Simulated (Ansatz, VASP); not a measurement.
**One calculation of NbH2, two programs**

INCAR

```
SYSTEM = NbH2
PREC     = Accurate       ! precision mode
ENCUT    = 520            ! plane-wave cutoff, eV
EDIFF    = 1E-7           ! SCF threshold, eV
ISMEAR   = 1              ! smearing method
SIGMA    = 0.1            ! smearing width, eV
LREAL    = .False.        ! projectors in reciprocal space
LASPH    = .True.         ! aspherical terms in the spheres
NELM     = 60             ! most SCF steps
ALGO     = Normal         ! electronic algorithm
ISIF     = 2              ! what is computed and relaxed
LWAVE    = .False.        ! write WAVECAR
LCHARG   = .True.         ! write CHGCAR
GGA      = PS             ! functional
LELF     = .True.         ! ELF
LVHAR    = .True.       
NBANDS   = 14             ! bands
```

File KPOINTS:

```
regular mesh
0
Gamma
  11 11 11
  0 0 0
```

POSCAR

```
NbH2
1.0
    0.0000000000      2.2189614070      2.2189614070
    2.2189614070      0.0000000000      2.2189614070
    2.2189614070      2.2189614070      0.0000000000
Nb H
1 2
Direct
    0.0000000000      0.0000000000      0.0000000000
    0.2500000000      0.2500000000      0.2500000000
    0.7500000000      0.7500000000      0.7500000000
```

Input for Ansatz:

```yaml
crystal:
  lattice:
    - [0.0, 2.2189614070183197, 2.2189614070183197]
    - [2.2189614070183197, 0.0, 2.2189614070183197]
    - [2.2189614070183197, 2.2189614070183197, 0.0]
  atoms:
    - { symbol: Nb, position: [0.0, 0.0, 0.0] }
    - { symbol: H, position: [0.25, 0.25, 0.25] }
    - { symbol: H, position: [0.75, 0.75, 0.75] }
basis:
  ecutwfc: 470.0
kpoints:
  mp_grid:
    grid: [11, 11, 11]
hamiltonian:
  xc: pbesol
scf:
  occupations:
    method: cold
output:
  stress: true
```

Alike in both runs: task single point; functional PBEsol; k mesh 11 × 11 × 11; no spin polarisation.

|  | VASP | Ansatz |
| --- | --- | --- |
| version | VASP 6.6.1 | Ansatz 0.2.0 |
| potentials or method | VASP PAW PBE potentials, release 64 (Nb_sv, H) | plane waves, PAW |
| plane-wave cutoff (eV) | 520 | 470 |
| occupations | methfessel-paxton of order 1, width 0.1 eV | cold |
| valence electrons in the cell | 15 | 15 |

Ansatz gave:

| Quantity | Value |
| --- | --- |
| pressure (GPa) | 11.4 |

Problem. Estimate VASP's values.

Solution. Pressure (GPa): 10.9.

Caveats: the PAW data sets were made with another functional, which shifts forces and pressure a little (VASP).
